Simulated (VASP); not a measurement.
# Zr (P6_3/mmc) in VASP: further runs

One crystal, Zr, is run at these levels: LDA; tasks: relaxation of shape and atoms at fixed volume.

Program: VASP 6.6.1. These are calculated values, not measurements. Logs are shortened: lines on timing, memory, paths and dates and some standing lists are left out, and cuts for length are marked.

## 1. Starting point

It takes space group P6_3/mmc (No. 194, hexagonal). Conventional cell: a = 3.149 Å, b = 3.149 Å, c = 5.082 Å, α = 90.00°, β = 90.00°, γ = 120.00°. Zr (site symmetry -6m2) is surrounded by 12 Zr at 3.12 to 3.15 Å.

## 2. Relaxation of shape and atoms at fixed volume, LDA (a relaxed cell with its volume scaled by 0.98)

The input, INCAR:

```
SYSTEM = Zr
  ALGO = Fast
  EDIFF = 1E-7
  EDIFFG = -0.01
  ENCUT = 600
  GGA = CA
  IBRION = 2
  ISIF = 4
  ISMEAR = 1
  LASPH = .TRUE.
  LCHARG = .FALSE.
  LREAL = .FALSE.
  LWAVE = .FALSE.
  NELM = 80
  NSW = 40
  PREC = Accurate
  SIGMA = 0.1
```

The input, KPOINTS:

```
k-points
0
G
  15 15 7
  0 0 0
```

The input, POSCAR:

```
Zr                                      
1.0
    3.1281386780      0.0000000000      0.0000000000
   -1.5640693390      2.7090475616     -0.0000000000
    0.0000000000      0.0000000000      5.0481187519
  Zr            
     2
Direct
     0.3333333332999970    0.6666666667000030    0.2500000000000000
     0.6666666667000030    0.3333333332999970    0.7500000000000000
```

Potentials or basis: VASP PAW LDA potentials, release 64 (Zr_sv).

Run with:

```bash
$ cat potpaw_LDA.64/Zr_sv/POTCAR > POTCAR
$ mpirun -np 1 vasp_std > vasp.out
```

OUTCAR:

```text
SYSTEM = Zr
   EDIFF = 1E-7
   EDIFFG = -0.01
   ENCUT = 600
   GGA = CA
   IBRION = 2
   ISIF = 4
   ISMEAR = 1
   LASPH = .TRUE.
   LREAL = .FALSE.
   NELM = 80
   NSW = 40
   PREC = Accurate

 ion  position               nearest neighbor table
   1  0.333  0.667  0.250-   2 3.10   2 3.10   2 3.10   2 3.10   2 3.10   2 3.10
   2  0.667  0.333  0.750-   1 3.10   1 3.10   1 3.10   1 3.10   1 3.10   1 3.10

  LATTYP: Found a hexagonal cell.
 ALAT       =     3.1281386780
 C/A-ratio  =     1.6137771600

  Lattice vectors:

 A1 = (   3.1281386780,   0.0000000000,   0.0000000000)
 A2 = (  -1.5640693390,   2.7090475616,   0.0000000000)
 A3 = (   0.0000000000,   0.0000000000,   5.0481187519)

Analysis of symmetry for initial positions (statically):
=====================================================================
 Subroutine PRICEL returns:
 Original cell was already a primitive cell.

 Routine SETGRP: Setting up the symmetry group for a
 hexagonal supercell.

 Subroutine GETGRP returns: Found 24 space group operations
 (whereof 12 operations were pure point group operations)
 out of a pool of 24 trial point group operations.

The static configuration has the point symmetry D_3d.
 The point group associated with its full space group is D_6h.

Analysis of symmetry for dynamics (positions and initial velocities):
=====================================================================
 Subroutine PRICEL returns:
 Original cell was already a primitive cell.

 Routine SETGRP: Setting up the symmetry group for a
 hexagonal supercell.

 Subroutine GETGRP returns: Found 24 space group operations
 (whereof 12 operations were pure point group operations)
 out of a pool of 24 trial point group operations.

The dynamic configuration has the point symmetry D_3d.
 The point group associated with its full space group is D_6h.

 Subroutine INISYM returns: Found 24 space group operations
 (whereof 12 operations are pure point group operations),
 and found     1 'primitive' translations

----------------------------------------------------------------------------------------

                                     Primitive cell

  volume of cell :      42.7792

  direct lattice vectors                    reciprocal lattice vectors
     3.128138678  0.000000000  0.000000000     0.319678922  0.184566712  0.000000000
    -1.564069339  2.709047562  0.000000000     0.000000000  0.369133423  0.000000000
     0.000000000  0.000000000  5.048118752     0.000000000  0.000000000  0.198093597

  length of vectors
     3.128138678  3.128138678  5.048118752     0.369133423  0.369133423  0.198093597

  position of ions in fractional coordinates (direct lattice)
     0.333333333  0.666666667  0.250000000
     0.666666667  0.333333333  0.750000000

  ion indices of the primitive-cell ions
   primitive index   ion index
                 1           1
                 2           2

----------------------------------------------------------------------------------------

 KPOINTS: k-points

Automatic generation of k-mesh.
 Grid dimensions read from file:
 generate k-points for:   15   15    7

 Generating k-lattice:

  Cartesian coordinates                     Fractional coordinates (reciprocal lattice)
     0.021311928  0.012304447  0.000000000     0.066666667  0.000000000  0.000000000
     0.000000000  0.024608895  0.000000000     0.000000000  0.066666667  0.000000000
     0.000000000  0.000000000  0.028299085     0.000000000  0.000000000  0.142857143

  Length of vectors
     0.024608895  0.024608895  0.028299085

  Shift w.r.t. Gamma in fractional coordinates (k-lattice)
     0.000000000  0.000000000  0.000000000

 Subroutine IBZKPT returns following result:
 ===========================================

 Found    108 irreducible k-points:

 Following reciprocal coordinates:
            Coordinates               Weight
  0.000000  0.000000  0.000000      1.000000
  0.066667  0.000000  0.000000      6.000000
  0.133333  0.000000  0.000000      6.000000
  0.200000  0.000000  0.000000      6.000000
  0.266667  0.000000  0.000000      6.000000
  0.333333  0.000000  0.000000      6.000000
[... 16 lines left out ...]
  0.333333  0.200000  0.000000     12.000000
  0.400000  0.200000  0.000000      6.000000
 [... further k-points ...]
   k-points           NKPTS =    108   k-points in BZ     NKDIM =    108   number of bands    NBANDS=     16
   number of dos      NEDOS =    301   number of ions     NIONS =      2
   total plane-waves  NPLWV =  31360
   dimension x,y,z NGX =    28 NGY =   28 NGZ =   40
   dimension x,y,z NGXF=    56 NGYF=   56 NGZF=   80
   ions per type =               2
   NGX,Y,Z   is equivalent  to a cutoff of  14.88, 14.88, 13.17 a.u.
   NGXF,Y,Z  is equivalent  to a cutoff of  29.76, 29.76, 26.35 a.u.
 SYSTEM =  Zr
   PREC   = accura    normal or accurate (medium, high low for compatibility)
   ISTART =      0    job   : 0-new  1-cont  2-samecut
   ICHARG =      2    charge: 1-file 2-atom 10-const
   ISPIN  =      1    spin polarized calculation?
   LNONCOLLINEAR =      F non collinear calculations
   LSORBIT =      F    spin-orbit coupling
   LASPH  =      T    aspherical Exc in radial PAW
   ENCUT  =  600.0 eV  44.10 Ry    6.64 a.u.   6.25  6.25 10.08*2*pi/ulx,y,z
   NELM   =     80;   NELMIN=  2; NELMDL= -5     # of ELM steps
   EDIFF  = 0.1E-06   stopping-criterion for ELM
   LREAL  =      F    real-space projection
   EDIFFG = -.1E-01   stopping-criterion for IOM
   NSW    =     40    number of steps for IOM
   IBRION =      2    ionic relax: 0-MD 1-quasi-New 2-CG
   NFREE  =      1    steps in history (QN), initial steepest desc. (CG)
   ISIF   =      4    stress and relaxation
   ISYM   =      2    0-nonsym 1-usesym 2-fastsym
   POTIM  = 0.5000    time-step for ionic-motion
   TEBEG  =    0.0;   TEEND  =   0.0 temperature during run
   PSTRESS=    0.0 pullay stress
   NELECT =      24.0000    total number of electrons
   NUPDOWN=      -1.0000    fix difference up-down
   EMIN   =  10.00;   EMAX   =-10.00  energy-range for DOS
   EFERMI =   0.00;   METHOD = LEGACY
   ISMEAR =     1;   SIGMA  =   0.10  broadening in eV -4-tet -1-fermi 0-gaus
   EFERMI_NEDOS =   21; number of points for ismear=-14 and -15
   IALGO  =     68    algorithm
   IMIX   =      4    mixing-type and parameters
     AMIX     =   0.40;   BMIX     =  1.00
     AMIX_MAG =   1.60;   BMIX_MAG =  1.00
  volume/ion in A,a.u.               =      21.39       144.34
  Fermi-wavevector in a.u.,A,eV,Ry     =   1.350210  2.551526 24.804317  1.823066
  Thomas-Fermi vector in A             =   2.477733
   LORBIT       =      0    0 simple, 1 ext, 2 COOP (PROOUT), +10 PAW based schemes
   GGA     = CA    functional components
   LHFCALC =     F    Hartree Fock is set to
   AEXX    =    0.0000 exact exchange contribution
   IVDW    =     0    specifies the selected vdW correction
   LEPSILON=     F    determine dielectric tensor
   LRPA    =     F    only Hartree local field effects (RPA)
 conjugate gradient relaxation of ions
 non-spin polarized calculation
 RMM-DIIS sequential band-by-band and
 Methfessel and Paxton  Order N= 1 SIGMA  =   0.10
  energy-cutoff  :      600.00
  volume of cell :       42.78
 maximum number of plane-waves:      1454
 NGX is ok and might be reduce to    28
   NGX = 13   NGY = 13   NGZ = 21

--------------------------------------- Ionic step        1  -------------------------------------------

 number of electron      24.0000000 magnetization

 Free energy of the ion-electron system (eV)
  ---------------------------------------------------
  ext. energy  EPLUGINS =         0.00000000
  ---------------------------------------------------
  free energy    TOTEN  =       -18.57851425 eV

  energy without entropy =      -18.57983073  energy(sigma->0) =      -18.57895308

------------------------ aborting loop because EDIFF is reached ----------------------------------------

  FORCE on cell =-STRESS in cart. coord.  units (eV):
  Direction    XX          YY          ZZ          XY          YZ          ZX
  --------------------------------------------------------------------------------------
  -------------------------------------------------------------------------------------
  Total        0.5367191      0.5367191      0.6318077      0.0000000     -0.0000000      0.0000000
  in kB       20.1013601     20.1013601     23.6626475      0.0000000     -0.0000000      0.0000000
  external PRESSURE =      21.2884559 kB  Pullay stress =       0.0000000 kB
[... 57 lines left out ...]
  energy  without entropy=      -18.5799528781  energy(sigma->0) =      -18.57906261

--------------------------------------- Ionic step        3  -------------------------------------------

 number of electron      24.0000000 magnetization

 Free energy of the ion-electron system (eV)
  ---------------------------------------------------
  ext. energy  EPLUGINS =         0.00000000
  ---------------------------------------------------
  free energy    TOTEN  =       -18.57863946 eV

  energy without entropy =      -18.57998607  energy(sigma->0) =      -18.57908833

 E-fermi :   9.7806     XC(G=0): -11.6856

 val. band max:        9.7769924412   @ k =   0.2667   0.2667   0.2857
 cond. band min:       9.7872266265   @ k =   0.1333   0.0000   0.1429
 fundamental gap:      0.0102341853
 Fermi energy:         9.7806061694

 k-point     1 :       0.0000    0.0000    0.0000
  band No.  band energies     occupation
      1     -38.6426      2.00000
      2     -38.4323      2.00000
      3     -17.4628      2.00000
      4     -16.3145      2.00000
      5     -16.3145      2.00000
      6     -16.1701      2.00000
[... 8 lines left out ...]
     15      11.3717     -0.00000
     16      11.3717     -0.00000
[... 420 lines left out ...]
  band No.  band energies     occupation
      1     -38.4175      2.00000
      2     -38.3748      2.00000
      3     -17.1875      2.00000
      4     -16.9778      2.00000
      5     -16.8043      2.00000
      6     -16.7846      2.00000
[... 8 lines left out ...]
     15      11.4569     -0.00000
     16      14.3036      0.00000

 [... further k-points ...]
[... 5 lines left out ...]
  --------------------------------------------------------------------------------------
  -------------------------------------------------------------------------------------
  Total        0.5590242      0.5590242      0.5484020      0.0000000      0.0000000      0.0000000
  in kB       20.9367356     20.9367356     20.5389112      0.0000000      0.0000000      0.0000000
  external PRESSURE =      20.8041275 kB  Pullay stress =       0.0000000 kB
[... 17 lines left out ...]
  FREE ENERGIE OF THE ION-ELECTRON SYSTEM (eV)
  ---------------------------------------------------
  free  energy   TOTEN  =       -18.5786394625 eV

  energy  without entropy=      -18.5799860673  energy(sigma->0) =      -18.57908833

 reached required accuracy - stopping structural energy minimisation
```

Run time: 5 min. Hardware: 1 thread of Intel Xeon Platinum 8488C (Sapphire Rapids), shared host; peak memory 0.21 GiB.

Results:

| Item | Value |
| --- | --- |
| Free energy | -18.5786 eV |
| Energy gained by relaxing | 0.1 meV/atom |
| Ionic steps | 3 |
| Pressure after relaxing | 2.1 GPa |
| Band gap on the k mesh | none (metal or under the smearing width) |

Step by step:
```csv
step,energy change (eV),largest force (eV/Å),pressure (GPa)
1,0.0000,0.0000,2.13
2,-0.0001,0.0000,2.10
3,-0.0001,0.0000,2.08
```

Final structure:
```
Zr
1.0
     3.12371    0.00000    0.00000
    -1.56185    2.70521    0.00000
     0.00000    0.00000    5.06245
Zr
2
Direct
  0.33333 0.66667 0.25000
  0.66667 0.33333 0.75000
```

## 3. Relaxation of shape and atoms at fixed volume, LDA

INCAR is that of step 2.

KPOINTS is that of step 2.

The input, POSCAR:

```
Zr                                      
1.0
    3.1492753913      0.0000000000      0.0000000000
   -1.5746376957      2.7273524923     -0.0000000000
    0.0000000000      0.0000000000      5.0822286971
  Zr            
     2
Direct
     0.3333333332999970    0.6666666667000030    0.2500000000000000
     0.6666666667000030    0.3333333332999970    0.7500000000000000
```

Potentials or basis: VASP PAW LDA potentials, release 64 (Zr_sv).

Run with:

```bash
$ cat potpaw_LDA.64/Zr_sv/POTCAR > POTCAR
$ mpirun -np 1 vasp_std > vasp.out
```

Wall time 2.5 min (1 thread of Intel Xeon Platinum 8488C (Sapphire Rapids), shared host); peak memory 0.21 GiB.

The run converged. Its results:

| Quantity | Value |
| --- | --- |
| Free energy | -18.5845 eV |
| Pressure after relaxing | 0.0 GPa |
| Band gap on the k mesh | none (metal or under the smearing width) |

Final structure:
```
CELL_PARAMETERS angstrom
3.14928 0.00000 0.00000
-1.57464 2.72735 0.00000
0.00000 0.00000 5.08223
ATOMIC_POSITIONS crystal
Zr 0.33333 0.66667 0.25000
Zr 0.66667 0.33333 0.75000
```

Levels at points of the mesh, in eV from the Fermi level:
```
           k point  band 9  band 10  band 11  band 12  band 13  band 14  band 15  band 16
(0.00, 0.00, 0.00)   -5.74    -3.23     0.85     0.85     0.88     1.40     1.57     1.57
```

Caveat: the relaxation stopped at its first step, so nothing moved.
